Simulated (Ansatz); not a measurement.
# RbBr: the cost of one run

Method: DFT LDA, scalar-relativistic, plane waves, PAW, in Ansatz 0.2.0.

## (1) The structure to begin with

The structure is cubic, space group Pm-3m (No. 221). Conventional cell: a = 4.126 Å, b = 4.126 Å, c = 4.126 Å, α = 90.00°, β = 90.00°, γ = 90.00°. Rb (site symmetry m-3m) is surrounded by 8 Br at 3.57 Å. Around Br (site symmetry m-3m) lie 8 Rb at 3.57 Å.

As a file:

```xyz
2
Lattice="4.1261 0.0000 0.0000 0.0000 4.1261 0.0000 0.0000 0.0000 4.1261" Properties=species:S:1:pos:R:3 pbc="T T T"
Rb    0.0000    0.0000    0.0000
Br    2.0630    2.0630    2.0630
```

The structure comes from the Materials Project (structure only).

## (2) The base run

The input, input.yaml:

```yaml
crystal:
  lattice:
    - [4.1260773, 0.0, 0.0]
    - [0.0, 4.1260773, 0.0]
    - [0.0, 0.0, 4.1260773]
  atoms:
    - { symbol: Rb, position: [0.0, 0.0, 0.0] }
    - { symbol: Br, position: [0.5, 0.5, 0.5] }
basis:
  ecutwfc: 420
  fft_grid_basis: typed
kpoints:
  mp_grid: { grid: [8, 8, 8] }
hamiltonian:
  xc: lda
  pseudopotentials: { kind: paw }
scf:
  occupations: { method: gaussian, width: 0.05 }
output:
  forces: true
  stress: true
  eigenvalues: true
  bader: true
  write_density: true
  volumetric_format: npy
  elf: true
```

The run is started by

```
$ ansatz run input.yaml --threads 1 --pin off --max-ram 2560MiB --backend cpu --events-out ev --progress --plain --runs-dir out
```

Q: Estimate wall time and peak memory on 1 thread of Arm Neoverse V1, shared host.

About 9.3 s, with a peak of 0.3 GiB.
